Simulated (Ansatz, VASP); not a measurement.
KI in VASP and in Ansatz

```
K I
1.0
     2.99390   -2.99643    0.00000
     2.99390    2.99643    0.00000
     0.00000    0.00000    4.23848
K I
1 1
Direct
  0.00000 0.00000 0.00000
  0.50000 0.50000 0.50000
```

Alike in both runs: functional PBE; dispersion D3(BJ); k mesh 6 × 6 × 6; occupations gaussian, width 0.02 eV; no spin polarisation.

Ansatz relaxed the structure, and its values are those at the end. VASP's run is a single point on that final structure, the one shown.

|  | VASP | Ansatz |
| --- | --- | --- |
| version | VASP 6.6.1 | Ansatz 0.2.0 |
| potentials or method | VASP PAW PBE potentials, release 64 (K_sv, I) | scalar-relativistic, plane waves, PAW |
| plane-wave cutoff (eV) | 520 | 420 |
| valence electrons in the cell | 16 | 26 |

|  | VASP | Ansatz | Ansatz less VASP |
| --- | --- | --- | --- |
| gap on the k mesh at the Fermi level (eV) | 3.43 | 3.43 | +0.004 |
| least direct gap on the mesh (eV) | 3.81 | 3.81 | +0.003 |
| pressure (GPa) | 0.0 | 0.0 | -0.03 |

The two sets of potentials don't hold the same shells in valence.

Caveats: spin-orbit coupling is left out, which moves the levels of the heavy elements. A k mesh can miss the band edges.
